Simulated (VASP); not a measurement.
# MgS (Niningerite) (Fm-3m) in VASP: settings compared, part 2 of 2

VASP 6.6.1. The steps go on from the part before.

**5. Relaxation of cell and atoms, PBE+D3**

The input, INCAR:

```
SYSTEM = MgS
  ALGO = Normal
  EDIFF = 1E-6
  EDIFFG = -0.01
  ENCUT = 600
  GGA = PE
  IBRION = 2
  ISIF = 3
  ISMEAR = -1
  IVDW = 11
  LASPH = .True.
  LCHARG = .False.
  LREAL = .False.
  LWAVE = .False.
  NELM = 100
  NSW = 40
  PREC = Accurate
  SIGMA = 0.05
```

The input, KPOINTS:

```
k-points
0
Gamma
  9 9 9
  0 0 0
```

The input, POSCAR:

```
MgS
1.0
    0.0000000000      2.6016500000      2.6016500000
    2.6016500000      0.0000000000      2.6016500000
    2.6016500000      2.6016500000      0.0000000000
S Mg
1 1
Direct
    0.5000000000      0.5000000000      0.5000000000
    0.0000000000      0.0000000000      0.0000000000
```

Potentials or basis: VASP PAW PBE potentials, release 64 (S, Mg).

Started as:

```console
> cat potpaw_PBE.64/S/POTCAR potpaw_PBE.64/Mg/POTCAR > POTCAR
> mpirun -np 1 vasp_std > vasp.out
```

OUTCAR:

```text
SYSTEM = MgS
   EDIFF = 1E-6
   EDIFFG = -0.01
   ENCUT = 600
   GGA = PE
   IBRION = 2
   ISIF = 3
   ISMEAR = -1
   IVDW = 11
   LASPH = .True.
   LREAL = .False.
   NELM = 100
   NSW = 40
   PREC = Accurate
 IVDW          = 11

 ion  position               nearest neighbor table
   1  0.500  0.500  0.500-   2 2.60   2 2.60   2 2.60   2 2.60   2 2.60   2 2.60
   2  0.000  0.000  0.000-   1 2.60   1 2.60   1 2.60   1 2.60   1 2.60   1 2.60

  LATTYP: Found a face centered cubic cell.
 ALAT       =     5.2033000000

  Lattice vectors:

 A1 = (   0.0000000000,   2.6016500000,   2.6016500000)
 A2 = (   2.6016500000,   0.0000000000,   2.6016500000)
 A3 = (   2.6016500000,   2.6016500000,   0.0000000000)

Analysis of symmetry for initial positions (statically):
=====================================================================
 Subroutine PRICEL returns:
 Original cell was already a primitive cell.

 Routine SETGRP: Setting up the symmetry group for a
 face centered cubic supercell.

 Subroutine GETGRP returns: Found 48 space group operations
 (whereof 48 operations were pure point group operations)
 out of a pool of 48 trial point group operations.

The static configuration has the point symmetry O_h .

Analysis of symmetry for dynamics (positions and initial velocities):
=====================================================================
 Subroutine PRICEL returns:
 Original cell was already a primitive cell.

 Routine SETGRP: Setting up the symmetry group for a
 face centered cubic supercell.

 Subroutine GETGRP returns: Found 48 space group operations
 (whereof 48 operations were pure point group operations)
 out of a pool of 48 trial point group operations.

The dynamic configuration has the point symmetry O_h .

 Subroutine INISYM returns: Found 48 space group operations
 (whereof 48 operations are pure point group operations),
 and found     1 'primitive' translations

----------------------------------------------------------------------------------------

                                     Primitive cell

[... 102 lines left out ...]
   NUPDOWN=      -1.0000    fix difference up-down
   EMIN   =  10.00;   EMAX   =-10.00  energy-range for DOS
   EFERMI =   0.00;   METHOD = LEGACY
   ISMEAR =    -1;   SIGMA  =   0.05  broadening in eV -4-tet -1-fermi 0-gaus
   EFERMI_NEDOS =   21; number of points for ismear=-14 and -15
   IALGO  =     38    algorithm
   IMIX   =      4    mixing-type and parameters
     AMIX     =   0.40;   BMIX     =  1.00
     AMIX_MAG =   1.60;   BMIX_MAG =  1.00
  volume/ion in A,a.u.               =      17.61       118.83
  Fermi-wavevector in a.u.,A,eV,Ry     =   0.998878  1.887606 13.575323  0.997758
  Thomas-Fermi vector in A             =   2.131131
   LORBIT       =      0    0 simple, 1 ext, 2 COOP (PROOUT), +10 PAW based schemes
   GGA     = PE    functional components
   LHFCALC =     F    Hartree Fock is set to
   AEXX    =    0.0000 exact exchange contribution
   IVDW    =    11    specifies the selected vdW correction
   LEPSILON=     F    determine dielectric tensor
   LRPA    =     F    only Hartree local field effects (RPA)
 conjugate gradient relaxation of ions
 non-spin polarized calculation
  energy-cutoff  :      600.00
  volume of cell :       35.22
 maximum number of plane-waves:      1211
 NGX is ok and might be reduce to    30
   NGX = 15   NGY = 15   NGZ = 15

--------------------------------------- Ionic step        1  -------------------------------------------

 number of electron       7.9999999 magnetization

 Free energy of the ion-electron system (eV)
  ---------------------------------------------------
  ext. energy  EPLUGINS =         0.00000000
  ---------------------------------------------------
  free energy    TOTEN  =        -8.50238691 eV

  energy without entropy =       -8.50238691  energy(sigma->0) =       -8.50238691

------------------------ aborting loop because EDIFF is reached ----------------------------------------

 Edisp (eV)   -0.46033

 E8    (eV) :    -0.2678
[... 71 lines left out ...]
--------------------------------------- Ionic step        3  -------------------------------------------

 number of electron       7.9999999 magnetization

 Free energy of the ion-electron system (eV)
  ---------------------------------------------------
  ext. energy  EPLUGINS =         0.00000000
  ---------------------------------------------------
  free energy    TOTEN  =        -8.50031311 eV

  energy without entropy =       -8.50031311  energy(sigma->0) =       -8.50031311

 E-fermi :   4.8282     XC(G=0):  -9.7210

 val. band max:        3.7958573943   @ k =   0.0000   0.0000   0.0000
 cond. band min:       6.7188327782   @ k =   0.4444   0.4444   0.0000
 fundamental gap:      2.9229753840
 Fermi energy:         4.8281797868

 k-point     1 :       0.0000    0.0000    0.0000
  band No.  band energies     occupation
      1      -8.9162      2.00000
      2       3.7959      2.00000
      3       3.7959      2.00000
      4       3.7959      2.00000
      5       7.5690      0.00000
      6      11.7454      0.00000
      7      11.7454      0.00000
      8      11.7454      0.00000
[... 243 lines left out ...]
 k-point    24 :       0.4444    0.4444    0.0000
  band No.  band energies     occupation
      1      -7.2806      2.00000
      2      -0.3409      2.00000
      3       2.1349      2.00000
      4       2.1349      2.00000
      5       6.7188      0.00000
      6       8.2304      0.00000
      7      15.5202      0.00000
      8      16.5206      0.00000

 [... further k-points ...]

------------------------ aborting loop because EDIFF is reached ----------------------------------------

 Edisp (eV)   -0.46295

 E8    (eV) :    -0.2687
[... 25 lines left out ...]
  FREE ENERGIE OF THE ION-ELECTRON SYSTEM (eV)
  ---------------------------------------------------
  free  energy   TOTEN  =        -8.9632596365 eV

  energy  without entropy=       -8.9632596364  energy(sigma->0) =       -8.96325964

 reached required accuracy - stopping structural energy minimisation
```

Wall time 17 s (1 thread of Intel Xeon 6975P-C (Granite Rapids), shared host); peak memory 0.18 GiB.

What came out:

- Free energy: -8.9633 eV
- Relaxed volume: 17.47 Å³/atom
- Relaxed cell: a = 3.670 Å, b = 3.670 Å, c = 3.670 Å, α = 60.00°, β = 60.00°, γ = 60.00°
- Space group after relaxing (to 0.05 Å): Fm-3m (No. 225)
- Energy gained by relaxing: 0.3 meV/atom
- Ionic steps: 3
- Pressure after relaxing: 0.0 GPa
- Band gap on the k mesh: 2.92 eV, indirect (least direct gap 3.77 eV)
- Dispersion energy per atom: -0.231 eV

The path:
| step | energy change (eV) | largest force (eV/Å) | pressure (GPa) | volume (Å³) |
| --- | --- | --- | --- | --- |
| 1 | 0.0000 | 0.0000 | -0.61 | 35.22 |
| 2 | -0.0005 | 0.0000 | 0.16 | 34.88 |
| 3 | -0.0005 | 0.0000 | 0.01 | 34.94 |

Final structure:
```cif
data_structure
_symmetry_space_group_name_H-M 'P 1'
_symmetry_Int_Tables_number 1
_cell_length_a 3.6696
_cell_length_b 3.6696
_cell_length_c 3.6696
_cell_angle_alpha 60.000
_cell_angle_beta 60.000
_cell_angle_gamma 60.000
_cell_volume 34.94
loop_
_atom_site_label
_atom_site_type_symbol
_atom_site_fract_x
_atom_site_fract_y
_atom_site_fract_z
_atom_site_occupancy
S1 S 0.50000 0.50000 0.50000 1
Mg1 Mg 0.00000 0.00000 0.00000 1
```

Levels at points of the mesh, in eV from the valence-band top:
| k point | band 1 | band 2 | band 3 | band 4 | band 5 | band 6 | band 7 | band 8 |
| --- | --- | --- | --- | --- | --- | --- | --- | --- |
| (0.00, 0.00, 0.00) | -12.71 | 0.00 | 0.00 | 0.00 | 3.77 | 7.95 | 7.95 | 7.95 |

Caveat: an odd mesh through Γ misses points on the zone boundary, where band edges often lie.

**6. Relaxation of cell and atoms, PBE+D3(BJ)**

INCAR, as its differences from that of step 5:

```diff
@@ -9,3 +9,3 @@
   ISMEAR = -1
-  IVDW = 11
+  IVDW = 12
   LASPH = .True.
```

KPOINTS is that of step 5.

POSCAR is that of step 5.

Potentials or basis: VASP PAW PBE potentials, release 64 (S, Mg).

Started as:

```console
> cat potpaw_PBE.64/S/POTCAR potpaw_PBE.64/Mg/POTCAR > POTCAR
> mpirun -np 1 vasp_std > vasp.out
```

It took 20 s on 1 thread of Intel Xeon 6975P-C (Granite Rapids), shared host; peak memory 0.17 GiB.

The run converged. Its results:

* Free energy: -9.2217 eV
* Relaxed volume: 17.07 Å³/atom
* Relaxed cell: a = 3.641 Å, b = 3.641 Å, c = 3.641 Å, α = 60.00°, β = 60.00°, γ = 60.00°
* Space group after relaxing (to 0.05 Å): Fm-3m (No. 225)
* Energy gained by relaxing: 4.2 meV/atom
* Ionic steps: 3
* Pressure after relaxing: 0.0 GPa
* Band gap on the k mesh: 2.97 eV, indirect (least direct gap 3.96 eV)
* Dispersion energy per atom: -0.367 eV

The path:
| step | energy change (eV) | largest force (eV/Å) | pressure (GPa) | volume (Å³) |
| --- | --- | --- | --- | --- |
| 1 | 0.0000 | 0.0000 | -2.41 | 35.22 |
| 2 | -0.0080 | 0.0000 | 0.61 | 33.89 |
| 3 | -0.0084 | 0.0000 | 0.00 | 34.13 |

Final structure:
```yaml
crystal:
  lattice:
    - [0.00000, 2.57457, 2.57457]
    - [2.57457, 0.00000, 2.57457]
    - [2.57457, 2.57457, 0.00000]
  atoms:
    - { symbol: S, position: [0.50000, 0.50000, 0.50000] }
    - { symbol: Mg, position: [0.00000, 0.00000, 0.00000] }
```

Levels at points of the mesh, in eV from the valence-band top:
```csv
k point,band 1,band 2,band 3,band 4,band 5,band 6,band 7,band 8
"(0.00, 0.00, 0.00)",-12.85,0.00,0.00,0.00,3.96,7.93,7.93,7.93
```

Caveat: an odd mesh through Γ misses points on the zone boundary, where band edges often lie. A hybrid or GW would open this gap; PBE tends to underestimate it.

**7. The runs side by side**

```tsv
level	cell	target pressure	gap on the mesh (eV)	pressure (GPa)	relaxed volume (Å³/atom)
PBE	relaxed to 30 GPa	30 GPa	3.38	30.0	-
PBE	relaxed	-	2.88	0.0	17.81
PBE+D2	relaxed	-	2.94	0.0	17.37
PBE+D3	relaxed	-	2.92	0.0	17.47
PBE+D3(BJ)	relaxed	-	2.97	0.0	17.07
```

Alike in all rows: task relaxation of cell and atoms; potentials or basis VASP PAW PBE potentials, release 64 (S, Mg); no spin polarisation; k mesh 9 × 9 × 9; cutoff (eV) 600; smearing fermi-dirac 0.05 eV.

Caveats: an odd mesh through Γ misses points on the zone boundary, where band edges often lie; the cell is relaxed towards a set pressure, so the enthalpy falls and the energy may rise (some runs); the volume moved by over 15 % at a fixed basis, so the end points are rough (some runs).

Total energies depend on the potentials used, so only differences within one code and one set of settings carry meaning.
